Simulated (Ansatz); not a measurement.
## IrO₂ under strain — field gradients at the nuclei

The cell is an entry of the Crystallography Open Database (COD), relaxed with PBE at fixed cell and then changed (z stretched by 3 %, ions relaxed).

```
Ir O
1.0
     4.49900    0.00000    0.00000
     0.00000    4.49900    0.00000
     0.00000    0.00000    3.24038
Ir O
2 4
Direct
  0.00000 0.00000 0.00000
  0.50000 0.50000 0.50000
  0.31020 0.31020 0.00000
  0.18980 0.81020 0.50000
  0.68980 0.68980 0.00000
  0.81020 0.18980 0.50000
```

Sites (sets of like atoms) are named by element and the number of their first atom in this list.

Level of theory: DFT, PBE, plane waves and PAW, scalar-relativistic, collinear spin, 420 eV cutoff, Γ-centred 10×10×15 k-points, Fermi–Dirac smearing 0.05 eV (Ansatz 0.2.0). Start moments as typed (μB): 1 on each Ir, none on the rest.

V_zz is the principal component of the electric field gradient with the largest magnitude, η = (V_xx − V_yy)/V_zz and C_Q = eQV_zz/h.

Ir-193: I = 3/2, Q = 751.0 mb; 17O: I = 5/2, Q = -25.58 mb. Quadrupole moments are those of Pyykkö's year-2017 table.

Problem. Which values are expected at the nuclei?

Solution. 

```tsv
site	atoms (order as listed)	first shell	V_xx, V_yy, V_zz (10²¹ V/m²)	η	C_Q (MHz)
Ir	1, 2	6 O at 1.97–2.02 Å	-1.24, -9.08, 10.32	0.76	187
O	3, 4, 5, 6	3 Ir at 1.97–2.02 Å	4.56, 5.45, -10.01	0.09	6.19
```

At O V_zz stands upright on the plane through its three neighbours (within 1°).

The run finds no gap above 0.1 eV (a metal, or nearly one), so the gradients can move by 10 % or more with the k-mesh. Spin–orbit coupling is left out, which shifts gradients on Ir by a few per cent in wide-gap crystals, and can shift them far more where the calculated gap is small or absent, as here. Semilocal functionals can leave a metal where correlation in the d or f shell opens a gap in the real compound, and that would change the values at and beside Ir. The start moments die out, and the run ends without spin.
